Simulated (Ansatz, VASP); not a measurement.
**Two plane-wave programs on CaSe**

```
Ca Se
1.0
     0.00000    2.80820    2.95600
     2.95600    0.00000    2.95600
     2.95600    2.80820    0.00000
Ca Se
1 1
Cartesian
  0.0000 0.0000 0.0000
  2.9560 2.8082 2.9560
```

Change from the starting cell: strain -0.0500 x Voigt [0, 1, 0, 0, 0, 0], atoms carried along.

Alike in both runs: task single point; functional PBE; k mesh 8 × 8 × 8; occupations gaussian, width 0.05 eV; no spin polarisation.

```csv
,VASP,Ansatz
version,VASP 6.6.1,Ansatz 0.2.0
potentials or method,"VASP PAW PBE potentials, release 64 (Ca_sv, Se)","scalar-relativistic, plane waves, PAW"
plane-wave cutoff (eV),520,420
valence electrons in the cell,16,26
```

```tsv
	VASP	Ansatz	Ansatz less VASP
gap on the k mesh at the Fermi level (eV)	1.83	1.84	+0.014
least direct gap on the mesh (eV)	2.77	2.78	+0.010
pressure (GPa)	4.8	4.6	-0.22
largest component of the traceless stress (GPa)	4.64	4.57	-0.069
```

The functional is the same, so the differences come from potentials, cutoffs and numerics. The two sets of potentials don't hold the same shells in valence.

A k mesh can miss the band edges.
